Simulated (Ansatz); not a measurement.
## Tc in Ansatz: the effect of target pressure

Tc:

```xyz
2
Lattice="2.7400 0.0000 0.0000 -1.3700 2.3729 0.0000 0.0000 0.0000 4.3980" Properties=species:S:1:pos:R:3 pbc="T T T"
Tc    1.3700    0.7910    3.2985
Tc    0.0000    1.5819    1.0995
```

Alike in all runs:

- Program: Ansatz 0.2.0
- Task: relaxation of cell and atoms
- Functional: PBEsol
- Potentials or basis: Ansatz PAW earlier set
- Cutoff: 500 eV (not typed: the program's choice for these potentials)
- k mesh: 11 × 11 × 6
- Occupations: fermi-dirac, width 0.05 eV
- Spin: no spin polarisation

Each run relaxes the cell or the atoms first.

| target pressure | relaxed volume (Å³/atom) |
| --- | --- |
| 0 GPa | 14.00 |
| 2 GPa | 13.92 |
| 5 GPa | 13.79 |
| 10 GPa | ? |
| 20 GPa | 13.26 |
| 30 GPa | 12.96 |

Problem. What does the run with target pressure 10 GPa give?

Solution. Relaxed volume 13.60 Å³/atom.

Worked out: In Murnaghan's law V^(-B') rises as a straight line in P. The other rows fit best with B' = 5.2, V0 = 14.00 Å³/atom and B0 = 315 GPa, which gives 13.60 Å³/atom at 10 GPa, against the run's 13.60.

Caveats: the plane-wave basis is chosen anew once the cell has moved, so the energies of steps on either side of that aren't comparable; the PAW data sets come from PBE, with cores solved anew for the run's functional, which leaves a small shift of forces and pressure.
